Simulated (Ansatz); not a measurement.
# MoS2 (P-3m1) in Ansatz: settings compared, part 3 of 3

Ansatz 0.2.0. Earlier steps stand in the parts before.

## Step 4: Single point, PBE+U, collinear spin, ferrimagnetic start (another cell of the same crystal, with 6 atoms)

File input.yaml:

```yaml
crystal:
  lattice:
    - [3.56394676, 0.0, 0.0]
    - [-1.78197338, 3.08646843, 0.0]
    - [0.0, 0.0, 11.49877164]
  atoms:
    - { symbol: Mo, position: [0.0, 0.0, 0.0], spin: 1.0 }
    - { symbol: Mo, position: [0.0, 0.0, 0.5], spin: -0.5 }
    - { symbol: S, position: [0.3333333333, 0.6666666667, 0.126] }
    - { symbol: S, position: [0.3333333333, 0.6666666667, 0.626] }
    - { symbol: S, position: [0.6666666667, 0.3333333333, 0.374] }
    - { symbol: S, position: [0.6666666667, 0.3333333333, 0.874] }
hamiltonian:
  xc: pbe
  pseudopotentials: { kind: paw }
  hubbard: { sites: [{ species: Mo, l: d, u_eff: 3.0 }] }
magnetization:
  spin_polarized: true
kpoints:
  mp_grid: { grid: [6, 6, 2] }
scf:
  occupations: { method: gaussian, width: 0.05 }
output:
  forces: true
  stress: true
  eigenvalues: true
```

Potentials or basis: Ansatz PAW.

Launch:

```console
$ ansatz run input.yaml --threads 2 --pin off --max-ram 5632MiB --backend cpu --events-out ev --progress --plain --runs-dir out
```

Log:

```text
Warning: RAYON_NUM_THREADS=2 ignored (pool sized by the plan → 2); use --threads N
Mo: projections on atomic orbitals take those of the free atom [Ar 3d10] 4s2 4p6 4d5 5s1, of charge +0.00 (hamiltonian.pseudopotentials.projection_atoms); the dataset's partial waves leave at most 6.0e-6 of an orbital's norm unspanned inside its sphere
S: projections on atomic orbitals take those of the free atom [Ne] 3s2 3p4, of charge +0.00 (hamiltonian.pseudopotentials.projection_atoms); the dataset's partial waves leave at most 1.6e-7 of an orbital's norm unspanned inside its sphere
Engine: ansatz 0.2.0, x86_64-unknown-linux-gnu
Pseudopotentials: kind: paw
Pseudopotential: Mo, paw, valence charge 14, recommended cutoff 420 eV (normal), Mo.paw.azcp
Pseudopotential: S, paw, valence charge 6, recommended cutoff 420 eV (normal), S.paw.azcp
Functional definition: PBE
  parameter kappa = 0.804
  parameter beta = 0.06672455060314922
  exchange = pbe_x(kappa = kappa, mu = beta*pi^2/3)
  correlation = pbe_c(beta = beta)
Crystal: 6 atoms, lattice volume = 126.487 Å³
Basis set: ecut = 420 eV, 2433 PW (Γ), exchange–correlation on 48×48×160 points (8 copies of the dense FFT grid, shifted against one another)
Bands: 33, of which v1, the nominal top of the filled ones, is band 26 counted from 1 (25 counted from 0)
Symmetry: 12 space group operations
Space group: P-3m1 (ITA 164), of the structure as read, at distance tolerance 5.0e-5 Å
Magnetic group: BNS 164.85 (UNI 1315), of the structure as read, at distance tolerance 5.0e-5 Å
k-points: 14 of 72
Non-local potential: Mo, projectors of the file, l = 0: 3, l = 1: 2, l = 2: 2, l = 3: 1
Non-local potential: S, projectors of the file, l = 0: 2, l = 1: 2, l = 2: 2
PAW form: soft (Blöchl's): semilocal exchange-correlation on the pseudo side does not see the compensation charge
PAW one-centre angular grid: Mo, 590 points (default); XC on 64 Gauss nodes
PAW one-centre angular grid: S, 110 points (default); XC on 64 Gauss nodes
Initial density: superposition of atomic densities (chi_scale 0.1, normalization cell)
Starting moments: Σ|m| = 1.5 μB on 2 of 6 sites
Initial wavefunctions: pseudopotential atomic-orbital guess
Functional: x = pbe(κ = 0.804, μ = 0.2195149727645171), c = pbe(β = 0.06672455060314922)
SCF iter   1: F=—  HF=-13519.527501 eV  |F-HF|=—  |Δ(HF+E_count)|=         —  Δρ=5.05e-2 (↑5.05e-2 ↓4.59e-2)  dr2=2.21e1  dr2_m=1.37e-1  M=0.390 μB ∫|m|=1.541 μB  β_m=0.30  ethr=3.10e-3  ⟨swp⟩=6.2  Hψ=3762  notcnv=0
preconditioner: auto → Kerker (q_TF=auto, 2.353 Å⁻¹)  [metal: Δε(μ)=0.039 eV  Ē_g=7.962 eV  σ=0.050 eV  W_gap=0.42  n_scr=38 (ndim 8)  ℏωp=19.8 eV  f_vac=0.002  D(μ)=3.33/eV (n_scr^D=24)]
spin=Collinear: Kerker preconditioning applied to the charge; magnetization (m = ρ↑ − ρ↓) channel mixes plain (no charge-response kernel on spin).
SCF iter   2: F=—  HF=-13516.211794 eV  |F-HF|=—  |Δ(HF+E_count)|=    3.32e0  Δρ=2.61e-2 (↑2.54e-2 ↓2.61e-2)  dr2=5.36e0  dr2_m=5.21e-2  M=0.552 μB ∫|m|=1.736 μB  β_m=1.00  ethr=3.10e-3  ⟨swp⟩=3.0  Hψ=2056  notcnv=0  defer=63
SCF iter   3: F=—  HF=-13515.500636 eV  |F-HF|=—  |Δ(HF+E_count)|=   7.11e-1  Δρ=1.64e-2 (↑1.64e-2 ↓1.13e-2)  dr2=1.09e0  dr2_m=1.04e-1  M=1.066 μB ∫|m|=2.387 μB  β_m=1.00  ethr=3.10e-3  ⟨swp⟩=3.0  Hψ=1976  notcnv=0  defer=50
SCF iter   4: F=—  HF=-13515.721124 eV  |F-HF|=—  |Δ(HF+E_count)|=   2.20e-1  Δρ=1.22e-2 (↑1.05e-2 ↓1.22e-2)  dr2=7.53e-1  dr2_m=5.06e-2  M=1.345 μB ∫|m|=2.923 μB  β_m=1.00  ethr=2.09e-3  ⟨swp⟩=3.2  Hψ=1745  notcnv=0  defer=39
[... 42 lines left out ...]
an SCF along what the orbitals of the run's state read of its open shells (or to have them read: on a GPU, or by another smearing), with 8 of the crystal's symmetry operations given up (26 k-points in place of 14), reached no lower state that the run goes on to. This is no proof of a minimum
WARN: an SCF from ferromagnetic starting moments (-2.17, -2.17, 0.00, 0.00, 0.00, 0.00 Bohr magnetons, atom by atom) was not made, by what the run has read of turns of its moments that order reads lower: the deck asks for what bars it, or types moments that do (magnetization.spin_polarized, in the input reference, names some of the keys), or the run goes by scf.lower_state_search: light, the default, which as a rule tries one only behind a close that has lost an order of both signs, or on which an open d or half-filled 4f shell of a PAW file has lost a moment that was set nearer to Hund's than to what is left; or, under a Hubbard U, one that names an f shell that the input leaves bare beside given moments, or a larger moment for a shell of low spin that is given one. standard, with a start from the atoms, tries one behind each close (in a relaxation, ahead of its steps or at their end). To set out from that order, type those moments (crystal.atoms[].spin; where shells were raised to Hund's moment, beside crystal.symmetry.detect: false) under scf.lower_state_search: light. The bands of the close that named these starting moments, or of the one ahead of a search that led to it (under cold or Methfessel-Paxton smearing those of the Gaussian ahead of it) read a cost of -95.50 meV for the turn to them, carried on from a small turn (-95.50 by the pairs of d shells alone)
SCF converged after 26 iterations
an eigenvalue changed by more than its tolerance at an iteration that met the thresholds in force, so the SCF went on 2 times, its first undamped step at iteration 24: the last check found none over its tolerance
Magnetization: 0.0000 μB (26.0000 up, 26.0000 down)
Absolute magnetization: 5.7534 μB (∫|ρ↑−ρ↓|, with the PAW one-centre terms)
Spin contamination: 2.4510 ħ² per cell (⟨S²⟩ above its minimum at these occupations)
Per-site moments (μB) at R_I (Å): [(1.848988604043133, 1.0380796687912255), (-1.8489773931534719, 1.0380796687912253), (-0.16466978818636366, 1.0380796687912255), (0.164669556134448, 1.0380796687912253), (0.16466955613444773, 1.0380796687912255), (-0.16466978818636346, 1.0380796687912255)]
Free energy (F): -13516.710802 eV
Harris-Foulkes:  -13516.710802 eV  (|F-HF|=5.18e-9)
Internal energy: -13516.698970 eV  (E = F + TS)
E sigma→0 (E₀):  -13516.704886 eV
Entropy (-TS):   -0.011831 eV (-1.972 meV/atom)
Fermi energy:    8.029202 eV
--- Per-component energies (eV) ---
  E_band       = -422.328171
  E_kinetic    = 1299.513044
  E_local      = -3771.736869  (includes V_loc(G=0)·N_el)
  E_nonlocal   = 402.311975
  E_hartree    = 1380.776270
  E_xc         = -750.731968
  E_vxc        = -801.253024  (∫ρ·V_xc dr)
  E_hubbard    = 4.953816  (on-site DFT+U / exact-exchange correction)
  E_vhub       = -4.458330  (the Hubbard potential's part of the band-sum identity)
  E_paw        = -8804.361258  (= ΣΔE_a)
  E_vpaw       = -308.256130  (= ΣTr[D̂ρ^β])
  E_aug_tail   = 0.000101  (compensation charges beyond the density's cutoff)
  E_ewald      = -3277.424081
  E_smearing   = -0.011831  (= −TS)
  E_closure    = 0.000000  (closes the sum)
  Σ components = -13516.710802   (vs F -13516.710802, Δ=0.00e0)
--- Forces (eV/Å), atoms counted from 1 ---
  atom   1  Mo     0.00000000     0.00000000     0.00000000
  atom   2  Mo     0.00000000    -0.00000000     0.00000000
  atom   3  S      0.00000000    -0.00000000    -0.63609057
  atom   4  S      0.00000000    -0.00000000    -0.63608232
  atom   5  S     -0.00000000     0.00000000     0.63608232
  atom   6  S      0.00000000     0.00000000     0.63609057
  max |Σ_I F_I| component: 1.11e-16 eV/Å
--- Stress (GPa, compression-positive) ---
       -1.772454       0.000000       0.000000
        0.000000      -1.772454      -0.000000
        0.000000       0.000000      -3.878071
  P = ⅓ Tr σ = -2.4743 GPa (-24.743 kbar)
--- Band table (eV; the first three rows and the last of 28) ---
  k-point 0 ↑: bands = ["-53.7224", "-52.2513", "-27.8894", "-27.7995", "-27.7995", "-26.2976", "-26.1446", "-26.1446", "-5.3835", "-5.0328", "-4.3414", "-3.7839", "2.5593", "4.0214", "4.0214", "4.1487", "4.9913", "4.9913", "5.7367", "6.0070", "6.0070", "7.5119", "7.5119", "7.6139", "7.7898", "7.7898", "7.9065", "9.8033", "9.8033", "10.4751", "11.3521", "11.3521", "12.1366"]
  k-point 1 ↑: bands = ["-53.7224", "-52.2513", "-27.8894", "-27.7995", "-27.7995", "-26.2976", "-26.1446", "-26.1446", "-5.2808", "-5.2054", "-4.1267", "-3.9346", "2.7217", "3.7536", "4.0216", "4.0216", "4.9905", "4.9905", "6.0070", "6.0070", "6.4282", "7.0267", "7.5412", "7.5412", "7.7562", "7.7562", "7.9646", "9.8051", "9.8051", "10.5245", "11.3942", "11.3942", "12.0871"]
  k-point 2 ↑: bands = ["-53.7200", "-52.2498", "-27.8847", "-27.8280", "-27.8063", "-26.2919", "-26.1740", "-26.1514", "-5.1061", "-4.7653", "-4.2766", "-3.8005", "2.9418", "3.5800", "4.3086", "4.3917", "4.4680", "5.0622", "5.2414", "5.5753", "6.1433", "6.5061", "6.8482", "7.0477", "7.7101", "8.0350", "8.3417", "9.7871", "10.4617", "10.6497", "10.9502", "11.2223", "11.6060"]
  k-point 13 ↓: bands = ["-53.7131", "-52.2432", "-27.8785", "-27.8785", "-27.8676", "-26.2725", "-26.2256", "-26.2256", "-3.9283", "-3.9283", "-3.8011", "-3.8011", "3.2718", "3.2718", "3.7498", "4.1355", "4.1355", "4.1732", "5.2079", "5.2079", "5.5726", "5.5726", "5.6334", "5.6948", "6.8072", "7.9205", "7.9205", "10.5622", "10.8006", "10.8006", "11.3480", "11.3480", "11.9996"]
Occupation matrices written to <dir>
```

It took 60 s on 2 threads of Intel Xeon at 2.70GHz, shared host; peak memory 0.84 GiB.

Results:

- Free energy: -13516.7108 eV
- Pressure: -2.5 GPa
- Largest force: 0.636 eV/Å
- Band gap on the k mesh: none (metal or under the smearing width)
- Net moment: 0.00 μB per cell
- Absolute moment: 5.75 μB per cell
- Site moments: Mo +1.85, -1.85; S -0.16, +0.16 μB

Forces on the atoms (eV/Å):
```
Mo   0.000  0.000  0.000
Mo   0.000  0.000  0.000
S    0.000  0.000 -0.636
S    0.000  0.000 -0.636
S    0.000  0.000  0.636
S    0.000  0.000  0.636
```

Levels at points of the mesh, in eV from the Fermi level:
Spin up:
```csv
k point,band 24,band 25,band 26,band 27,band 28,band 29
"(0.00, 0.00, 0.00)",-0.42,-0.24,-0.24,-0.12,1.77,1.77
"(0.00, 0.00, -0.50)",-0.49,-0.27,-0.27,-0.06,1.78,1.78
"(0.00, -0.50, 0.00)",-1.33,-1.17,-1.01,-0.24,1.20,3.04
"(0.00, -0.50, -0.50)",-1.44,-1.32,-1.01,-0.22,1.22,3.08
```
Spin down:
```csv
k point,band 24,band 25,band 26,band 27,band 28,band 29
"(0.00, 0.00, 0.00)",-0.42,-0.24,-0.24,-0.12,1.77,1.77
"(0.00, 0.00, -0.50)",-0.49,-0.27,-0.27,-0.06,1.78,1.78
"(0.00, -0.50, 0.00)",-1.33,-1.17,-1.01,-0.24,1.20,3.04
"(0.00, -0.50, -0.50)",-1.44,-1.32,-1.01,-0.22,1.22,3.08
```

Eigenvalues of the final occupation matrices:
```csv
site,spin,trace,eigenvalues
site 1,1,3.64,0.52 0.52 0.82 0.89 0.89
site 1,2,1.15,0.12 0.13 0.13 0.38 0.38
site 2,1,1.15,0.12 0.13 0.13 0.38 0.38
site 2,2,3.64,0.52 0.52 0.82 0.89 0.89
```

Caveat: the magnetic or orbital state may not be the lowest; this functional lacks dispersion, which binds the layers, so the pressure and a relaxed spacing across them are unreliable. The state reached can hang on the start; a lower one may exist.

## Step 5: Single point, PBE+U, collinear spin, antiferromagnetic start (another cell of the same crystal, with 6 atoms)

input.yaml: that of step 4 with these lines changed.

```diff
@@ -7,3 +7,3 @@
     - { symbol: Mo, position: [0.0, 0.0, 0.0], spin: 1.0 }
-    - { symbol: Mo, position: [0.0, 0.0, 0.5], spin: -0.5 }
+    - { symbol: Mo, position: [0.0, 0.0, 0.5], spin: -1.0 }
     - { symbol: S, position: [0.3333333333, 0.6666666667, 0.126] }
@@ -15,3 +15,3 @@
   pseudopotentials: { kind: paw }
-  hubbard: { sites: [{ species: Mo, l: d, u_eff: 3.0 }] }
+  hubbard: { sites: [{ species: Mo, l: d, u_eff: 6.0 }] }
 magnetization:
```

Launch:

```console
$ ansatz run input.yaml --threads 2 --pin off --max-ram 5632MiB --backend cpu --events-out ev --progress --plain --runs-dir out
```

Run time: 7.2 s. Hardware: 2 threads of Intel Xeon at 2.70GHz, shared host; peak memory 0.52 GiB.

It converged, with:

* Free energy: -13512.2657 eV
* Pressure: 2.4 GPa
* Largest force: 0.029 eV/Å
* Band gap on the k mesh: none (metal or under the smearing width)
* Net moment: 0.00 μB per cell
* Absolute moment: 7.33 μB per cell
* Site moments: Mo +2.20, -2.20; S -0.30, +0.30 μB

Forces on the atoms (eV/Å):
```
Mo   0.000  0.000  0.000
Mo   0.000  0.000  0.000
S    0.000  0.000 -0.029
S    0.000  0.000 -0.029
S    0.000  0.000  0.029
S    0.000  0.000  0.029
```

Stress tensor (GPa, compression positive):
```
 3.81  0.00  0.00
 0.00  3.81  0.00
 0.00  0.00 -0.41
```

Levels at points of the mesh, in eV from the Fermi level:
Spin up:
| k point | band 24 | band 25 | band 26 | band 27 | band 28 | band 29 |
| --- | --- | --- | --- | --- | --- | --- |
| (0.00, 0.00, 0.00) | -0.26 | 0.18 | 0.18 | 0.21 | 3.61 | 3.61 |
| (0.00, 0.00, -0.50) | -0.24 | -0.07 | 0.16 | 0.16 | 3.67 | 3.67 |
| (0.00, -0.50, 0.00) | -1.38 | -0.96 | -0.82 | -0.79 | 2.97 | 3.68 |
| (0.00, -0.50, -0.50) | -1.30 | -1.20 | -1.03 | -0.72 | 2.98 | 3.73 |
Spin down:
| k point | band 23 | band 24 | band 25 | band 26 | band 27 | band 28 | band 29 | band 30 |
| --- | --- | --- | --- | --- | --- | --- | --- | --- |
| (0.00, 0.00, 0.00) | -0.26 | -0.26 | 0.18 | 0.18 | 0.21 | 3.61 | 3.61 | 3.77 |
| (0.00, 0.00, -0.50) | -0.24 | -0.24 | -0.07 | 0.16 | 0.16 | 3.67 | 3.67 | 3.73 |
| (0.00, -0.50, 0.00) | -1.65 | -1.38 | -0.96 | -0.82 | -0.79 | 2.97 | 3.68 | 4.10 |
| (0.00, -0.50, -0.50) | -1.31 | -1.30 | -1.20 | -1.03 | -0.72 | 2.98 | 3.73 | 4.16 |

Eigenvalues of the final occupation matrices:
| site | spin | trace | eigenvalues |
| --- | --- | --- | --- |
| site 1 | 1 | 3.87 | 0.53 0.53 0.91 0.95 0.95 |
| site 1 | 2 | 0.88 | 0.08 0.08 0.08 0.32 0.32 |
| site 2 | 1 | 0.88 | 0.08 0.08 0.08 0.32 0.32 |
| site 2 | 2 | 3.87 | 0.53 0.53 0.91 0.95 0.95 |

Caveat: the magnetic or orbital state may not be the lowest; this functional lacks dispersion, which binds the layers, so the pressure and a relaxed spacing across them are unreliable.
